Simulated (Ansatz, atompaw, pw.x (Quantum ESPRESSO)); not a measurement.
**tantalum: one change to the PAW (atompaw) potential, in the atom and in the sc crystal**

| Quantity | Value |
| --- | --- |
| Element | tantalum (Ta) |
| Generator | atompaw 4.2.0.5 |
| Type | PAW |
| Functional | PBE |
| Relativity | scalar-relativistic |
| Frozen core | [Kr] 4d10 4f14 |
| Valence charge | 13 |
| Reference configuration | 5s2 5p6 5d3 6s2 6p0 |
| Partial waves | 5s (bound): rc 1.35 bohr; 6s (bound): rc 2.15 bohr; 5p (bound): rc 1.85 bohr; 6p (bound, empty): rc 2.85 bohr; 5d (bound): rc 2.85 bohr; 5d channel at 2.05 Ry: rc 2.85 bohr |
| Local potential | bessel scheme, radius 2.70 bohr |
| Core correction | smooth core density matched at 1.95 bohr |
| Augmentation charge | besselshape compensation charge, radius 2.15 bohr; PAW radius 2.85 bohr; waves and projectors: custom polynom2 7 10 vanderbiltortho |

Change: augmentation besselshape compensation charge, radius 2.15 bohr; PAW radius 2.85 bohr; waves and projectors: custom rrkj vanderbiltortho.

Cutoffs, loose and tight: the cutoffs (Ry, on a coarse ladder) from which the occupation-weighted sum of valence levels, in a spherical-Bessel basis at the reference potential, stays within 10 and 1 mRy of its value at 400 Ry. They see the waves and projectors alone, not the compensation charge or the core.

Crystal test: sc Ta in pw.x 7.5, no spin, 12³ k-points, Fermi–Dirac smearing 0.01 Ry, cutoffs set for each file from its atomic test. The reference is all-electron LAPW (Ansatz 0.2.0) with the same functional, mesh and smearing; V0 and B0 come from Birch–Murnaghan fits to the pressures at five volumes. Errors are pseudo minus all-electron; Δ is the rms difference of the E(V) curves that follow from these fits, minima aligned, over ±6 % about the mean V0. Mesh and smearing are coarse, so the numbers serve the comparison and aren't converged zero-temperature values; the lattice is a test structure that the element need not adopt.

All-electron: a0 = 2.742 Å (V0 = 20.63 Å³/atom), B0 = 143.1 GPa.

Question: Does the change bring the crystal closer to the all-electron result?

Answer: The mean pressure error goes from +7.39 to +4.31 GPa, so the change moves the solid closer to the all-electron pressures.

```json
{"quantity": "outcome (atom)", "base": "generated", "changed": "generated"}
{"quantity": "cutoff, loose (atom)", "base": "25 Ry", "changed": "30 Ry"}
{"quantity": "cutoff, tight (atom)", "base": "50 Ry", "changed": "45 Ry"}
{"quantity": "bound ghosts (atom)", "base": "none", "changed": "none"}
{"quantity": "cutoffs in pw.x (Ry)", "base": "60/600", "changed": "55/550"}
{"quantity": "a0 (Å)", "base": "–", "changed": "2.766"}
{"quantity": "a0 error (%)", "base": "–", "changed": "+0.87"}
{"quantity": "B0 error (%)", "base": "–", "changed": "+1.7"}
{"quantity": "Δ (meV/atom)", "base": "–", "changed": "17.4"}
{"quantity": "mean pressure error (GPa)", "base": "+7.39", "changed": "+4.31"}
```

A dash: not determined, or the minimum lies outside the volumes sampled.

Base: The largest radius (2.85 bohr) exceeds half the bond length (2.58 bohr), so the spheres overlap, which is one possible source of error among others. This is a poor potential for the solid. Changed file: The largest radius (2.85 bohr) exceeds half the bond length (2.58 bohr), so the spheres overlap, which is one possible source of error among others. This is a poor potential for the solid. The atomic cutoffs weigh occupied waves only.
